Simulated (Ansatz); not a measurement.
Write the native input for Ansatz 0.2.0 that does the following.

```
Task                : relaxation of cell and atoms
Functional          : revPBE
Dispersion          : D4
Potentials or basis : Ansatz PAW
Cutoff              : 420 eV (not typed: the program's choice for these potentials)
k mesh              : 11 × 11 × 11
Occupations         : fermi-dirac, width 0.05 eV
Spin                : collinear spin, ferromagnetic start
Starting moments    : [2.0, 0.0] μB
```

CoO:

```xyz
2
Lattice="0.0000 2.1315 2.1315 2.1315 0.0000 2.1315 2.1315 2.1315 0.0000" Properties=species:S:1:pos:R:3 pbc="T T T"
Co    0.0000    0.0000    0.0000
O     2.1315    2.1315    2.1315
```

One way to write it, as run:

input.yaml

```yaml
crystal:
  lattice:
    - [0.0, 2.1315, 2.1315]
    - [2.1315, 0.0, 2.1315]
    - [2.1315, 2.1315, 0.0]
  atoms:
    - { symbol: Co, position: [0.0, 0.0, 0.0], spin: 2.0 }
    - { symbol: O, position: [0.5, 0.5, 0.5] }
hamiltonian:
  xc: revpbe
  pseudopotentials: { kind: paw }
  dispersion: d4
magnetization:
  spin_polarized: true
kpoints:
  mp_grid: { grid: [11, 11, 11] }
scf:
  occupations: { method: fermi_dirac, width: 0.05 }
output:
  forces: true
  stress: true
  write_density: true
  write_potential: true
  elf: true
  volumetric_format: npy
relax:
  f_tol: 0.01
  max_steps: 40
  cell: { stress_tol: 0.05 }
```

Potentials or basis: Ansatz PAW.

The run is started by

```bash
$ ansatz run input.yaml --threads 2 --pin off --max-ram 5632MiB --backend cpu --events-out ev --progress --plain --runs-dir out
```

Results of the run:

| Property | Result |
| --- | --- |
| Relaxed volume | 9.46 Å³/atom |
| Relaxed cell | a = 2.991 Å, b = 2.991 Å, c = 2.991 Å, α = 60.00°, β = 60.00°, γ = 60.00° |
| Space group after relaxing (to 0.05 Å) | Fm-3m (No. 225) |
| Energy gained by relaxing | 2.6 meV/atom |
| Ionic steps | 6 |
| Pressure after relaxing | 0.0 GPa |
| Band gap on the k mesh | none (metal or under the smearing width) |
| Net moment | 2.90 μB per cell |
| Absolute moment | 2.92 μB per cell |
| Site moments | Co +2.47; O +0.31 μB |

Caveat: the plane-wave basis is chosen anew once the cell has moved, so the energies of steps on either side of that aren't comparable; the pressure holds a Pulay correction of +0.7 GPa for the finite cutoff; a cell with one magnetic atom can't hold antiferromagnetic order, which such compounds often take; semilocal functionals often make such compounds metallic where correlation or magnetic order opens a gap, which also shifts bond lengths; pairwise dispersion overbinds metals, which lowers pressure and volume; the PAW data sets come from PBE, with cores solved anew for the run's functional, which leaves a small shift of forces and pressure.

Run time: 12 s on 2 threads of Arm Neoverse V1, on a shared host, peak memory 0.31 GiB.
